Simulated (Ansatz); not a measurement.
Runs of Ansatz 0.2.0 on SnO2. It takes space group Pnnm (No. 58, orthorhombic). Conventional cell: a = 4.788 Å, b = 4.867 Å, c = 3.241 Å, α = 90.00°, β = 90.00°, γ = 90.00°. Sn (site symmetry 2/m) has 6 O at 2.09 to 2.10 Å as nearest neighbours. O (site symmetry m) has 3 Sn at 2.09 to 2.10 Å as nearest neighbours. The cell is a database's computed one.

```csv
level,cutoff (eV),gap on the mesh (eV),pressure (GPa),largest force (eV/Å)
r2SCAN,500,1.40,(a),0.13
BLYP,420,0.83,4.6,0.08
revPBE,420,0.86,2.3,0.06
RPBE,420,0.89,3.4,0.06
PBEsol,420,(b),-6.3,0.12
```

Alike in all rows: task band structure; potentials or basis Ansatz PAW; no spin polarisation; cell as given; k mesh 5 × 5 × 6; smearing fermi-dirac 0.05 eV.

Estimate the missing entries.

(a) -8.2; (b) 0.73.

Caveats: spin-orbit coupling is left out, which moves the levels of the heavy elements; the PAW data sets come from PBE, with cores solved anew for the run's functional, which leaves a small shift of forces and pressure.

A k mesh can miss the band edges, and the runs leave out spin-orbit coupling on Sn.

Runs at the PBE level aren't shown here.
